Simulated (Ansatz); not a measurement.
Base system: BeO in the wurtzite structure (space group P6_3mc, No. 186; a = 2.7118 Å, c = 4.4046 Å). Axes: x lies along a and z along c of the hexagonal cell.

Method: Kohn–Sham DFT with the PBE functional, run in Ansatz (a program for electronic structure) with PAW and 420 eV plane waves, no SOC.

Before the change:

The valence-band top at Γ is 0.00, -0.04, -0.04 eV and the pressure comes out as 0.00 GPa. The electron mass comes out as 0.53 mₑ along c, 0.60 mₑ across (at Γ).

The change: uniaxial strain ε_yy = −1.43 %, all other strain components held at zero; the atoms relax in the strained cell.

Question: Predict the new valence-band top at Γ, pressure, energy relative to the base and electron mass.

Answer: The valence-band top at Γ (three highest levels, from the VBM) changes from 0.00, -0.04, -0.04 eV to 0.00, -0.05, -0.08 eV; the pressure (mean of the normal stresses, compression positive) goes from zero to 3.10 GPa; the energy rises by 1.9 meV/atom; the electron mass becomes 0.53 mₑ along z, 0.62 mₑ across (at Γ) (base: 0.53 mₑ along c, 0.60 mₑ across (at Γ)).

The levels and masses belong to the bands next to the band gap. Effective masses come from finite differences of ±0.01 Å⁻¹. Whether these cells are dynamically stable was not tested.
